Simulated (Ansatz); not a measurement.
The system is W.

```
CELL_PARAMETERS angstrom
0.00000 2.03000 2.03000
2.03000 0.00000 2.03000
2.03000 2.03000 0.00000
ATOMIC_POSITIONS crystal
W 0.00000 0.00000 0.00000
```

This isn't the form of W at room conditions, which is bcc.

| Property | Result |
| --- | --- |
| Program | Ansatz 0.2.0 |
| Task | relaxation of cell and atoms |
| Functional | revPBE |
| Dispersion | D3(BJ) |
| Potentials or basis | Ansatz PAW |
| Cutoff | 420 eV (not typed: the program's choice for these potentials) |
| k mesh | 11 × 11 × 11 |
| Occupations | fermi-dirac, width 0.05 eV |
| Spin | no spin polarisation |

At the start: volume 16.73 Å³/atom.

Problem. How do energy, volume and symmetry change on relaxing?

Solution. It ends after 4 steps and the volume is 15.92 Å³/atom (-4.8 %); space group Fm-3m (No. 225, to 0.05 Å).

The path:
| step | energy change (eV) | largest force (eV/Å) | volume (Å³) |
| --- | --- | --- | --- |
| 1 | 0.0000 | 0.0000 | 16.73 |
| 2 | -0.0367 | 0.0000 | 16.03 |
| 3 | -0.0375 | 0.0000 | 15.92 |
| 4 | -0.0372 | 0.0000 | 15.92 |

Final structure:
```
W
1.0
     0.00000    1.99673    1.99673
     1.99673    0.00000    1.99673
     1.99673    1.99673    0.00000
W
1
Direct
  0.00000 0.00000 0.00000
```

Caveat: the plane-wave basis is chosen anew once the cell has moved, so the energies of steps on either side of that aren't comparable; pairwise dispersion overbinds metals, which lowers pressure and volume; the PAW data sets come from PBE, with cores solved anew for the run's functional, which leaves a small shift of forces and pressure.
